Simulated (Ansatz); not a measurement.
PtS2:

```
Pt S
1.0
     3.54320    0.00000    0.00000
    -1.77160    3.06850    0.00000
     0.00000    0.00000    5.03880
Pt S
1 2
Cartesian
  0.0000 0.0000 0.0000
  1.7716 1.0228 3.8950
  0.0000 2.0457 1.1438
```

| Quantity | Value |
| --- | --- |
| Program | Ansatz 0.2.0 |
| Task | relaxation of cell and atoms |
| Functional | revPBE |
| Potentials or basis | Ansatz PAW |
| Cutoff | 420 eV (not typed: the program's choice for these potentials) |
| k mesh | 9 × 9 × 5 |
| Occupations | fermi-dirac, width 0.05 eV |
| Spin | no spin polarisation |

At the start: volume 18.26 Å³/atom.

Where does the relaxation end?

It ends after 26 steps and the volume is 29.45 Å³/atom (+61.3 %); space group P-3m1 (No. 164, to 0.05 Å).

The path:
| step | energy change (eV) | largest force (eV/Å) | volume (Å³) |
| --- | --- | --- | --- |
| 1 | 0.0000 | 1.3038 | 54.78 |
| 2 | -0.2268 | 0.0259 | 60.26 |
| 3 | -0.2626 | 0.0066 | 62.86 |
| 4 | -0.2840 | 0.0461 | 64.86 |
| 5 | -0.2845 | 0.1386 | 67.43 |
| 6 | -0.2877 | 0.0003 | 66.57 |
| 7 | -0.3068 | 0.0047 | 66.57 |
| 8 | -0.3194 | 0.0249 | 68.47 |
| 9 | -0.3319 | 0.0347 | 71.11 |
| 10 | -0.3389 | 0.0031 | 73.96 |
| 11 | -0.3391 | 0.0281 | 75.69 |
| 12 | -0.3395 | 0.0001 | 75.35 |
| 13 | -0.3395 | 0.0012 | 75.25 |
| 14 | -0.3453 | 0.0010 | 75.25 |
| 15 | -0.3479 | 0.0043 | 76.68 |
| 16 | -0.3509 | 0.0330 | 79.48 |
| 17 | -0.3520 | 0.0160 | 82.04 |
| 18 | -0.3519 | 0.0044 | 82.72 |
| 19 | -0.3519 | 0.0043 | 82.52 |
| 20 | -0.3540 | 0.0052 | 82.52 |
| 21 | -0.3544 | 0.0044 | 83.43 |
| 22 | -0.3548 | 0.0195 | 86.21 |
| 23 | -0.3546 | 0.0250 | 88.56 |
| 24 | -0.3547 | 0.0050 | 88.18 |
| 25 | -0.3547 | 0.0001 | 88.34 |
| 26 | -0.3557 | 0.0006 | 88.34 |

Final structure:
```
Pt S
1.0
     3.59494    0.00000    0.00000
    -1.79747    3.11331    0.00000
     0.00000    0.00000    7.89308
Pt S
1 2
Direct
  0.00000 0.00000 0.00000
  0.66667 0.33333 0.84429
  0.33333 0.66667 0.15571
```

Caveat: the volume moved by over 15 % at a fixed basis, so the end points are rough; the plane-wave basis is chosen anew once the cell has moved, so the energies of steps on either side of that aren't comparable; this functional lacks dispersion, which binds the layers, so the pressure and a relaxed spacing across them are unreliable, and here the layers came unbound; the volume moved by +61 % from the deposited cell, more than functionals usually miss; the PAW data sets come from PBE, with cores solved anew for the run's functional, which leaves a small shift of forces and pressure.
